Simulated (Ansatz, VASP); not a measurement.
# As: 3 runs at one level of theory

```
CELL_PARAMETERS angstrom
2.70368 0.00000 0.00000
0.00000 2.70368 0.00000
0.00000 0.00000 2.70368
ATOMIC_POSITIONS crystal
As 0.50000 0.50000 0.50000
```

This isn't the form of As at room conditions, which is rhombohedral.

Alike in all runs: task atomic charges; functional LDA; k mesh 7 × 7 × 7; occupations fermi-dirac, width 0.05 eV; non-collinear spin, random start; no spin-orbit coupling. LDA stands for any of its common fits. Pressure is positive in compression and, in plane waves, holds the error of the finite cutoff, which Ansatz's Pulay term estimates and takes out.

```json
{"program and potentials": "Ansatz, Ansatz PAW", "plane-wave cutoff (eV)": "420", "notes": "potentials made for PBE, which Ansatz adapts in part; 15 valence electrons an atom on average; Pulay term of +0.04 GPa included", "pressure (GPa)": "-2.86", "net moment per atom (μB)": "0.00"}
{"program and potentials": "Ansatz, all-electron LAPW, scalar-relativistic", "plane-wave cutoff (eV)": "-", "notes": "-", "pressure (GPa)": "-2.84", "net moment per atom (μB)": "0.00"}
{"program and potentials": "VASP, LDA PAW files As, 520 eV", "plane-wave cutoff (eV)": "520", "notes": "5 valence electrons an atom on average", "pressure (GPa)": "-2.54", "net moment per atom (μB)": "0.00"}
```

The pressure spans -2.86 (Ansatz, Ansatz PAW) to -2.54 GPa (VASP, LDA PAW files As, 520 eV), with all-electron results at -2.84. All agree on the net moment per atom. The state is the one that the start led to, which needn't be the lowest.

Differences between rows come from potentials, basis sets and numerical settings, since the functional is the same but for its coding. Runs on potential files found faulty are left out.
